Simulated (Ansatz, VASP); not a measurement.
This is a calculation of BiTe for Ansatz 0.2.0.

File input.yaml:

```yaml
crystal:
  lattice:
    - [0.0, 3.2132879364, 3.2132879364]
    - [3.2132879364, 0.0, 3.2132879364]
    - [3.2132879364, 3.2132879364, 0.0]
  atoms:
    - { symbol: Bi, position: [0.0, 0.0, 0.0] }
    - { symbol: Te, position: [0.5, 0.5, 0.5] }
hamiltonian:
  xc: pbe
  pseudopotentials: { kind: paw }
kpoints:
  mp_grid: { grid: [7, 7, 7] }
scf:
  occupations: { method: fermi_dirac, width: 0.05 }
output:
  forces: true
  stress: true
  eigenvalues: true
```

Potentials or basis: Ansatz PAW.

The run is started by

```sh
$ ansatz run input.yaml --threads 1 --pin off --max-ram 3584MiB --backend cpu --events-out ev --progress --plain --runs-dir out
```

Q: Translate it to VASP 6.6.1. Potentials there: VASP PAW PBE potentials, release 64 (Bi_d, Te).

A: As run (the cutoff follows the program's own potentials):

File INCAR:

```
SYSTEM = BiTe
ALGO = Normal
EDIFF = 1E-7
ENCUT = 520
GGA = PE
ISIF = 2
ISMEAR = -1
LASPH = .True.
LCHARG = .False.
LREAL = .False.
LWAVE = .False.
NBANDS = 18
NELM = 60
PREC = Accurate
SIGMA = 0.05
```

The input KPOINTS:

```
k-points
0
Gamma
  7 7 7
  0 0 0
```

POSCAR

```
BiTe
1.0
    0.0000000000      3.2132879364      3.2132879364
    3.2132879364      0.0000000000      3.2132879364
    3.2132879364      3.2132879364      0.0000000000
Bi Te
1 1
Direct
    0.0000000000      0.0000000000      0.0000000000
    0.5000000000      0.5000000000      0.5000000000
```

Potentials or basis: VASP PAW PBE potentials, release 64 (Bi_d, Te).

Launch:

```sh
$ cat potpaw_PBE.64/Bi_d/POTCAR potpaw_PBE.64/Te/POTCAR > POTCAR
$ mpirun -np 1 vasp_std > vasp.out
```

Both were run:

|  | VASP | Ansatz | Ansatz less VASP |
| --- | --- | --- | --- |
| gap on the k mesh at the Fermi level (eV) | none | none | - |
| pressure (GPa) | 1.9 | 2.0 | +0.05 |

A gap of «none» marks a metal or a gap that the smearing closes. With one functional, cell and mesh, what is left measures potentials, basis and numerics. The two sets of potentials don't hold the same shells in valence.

Caveats: spin-orbit coupling is left out, which moves the levels of the heavy elements.
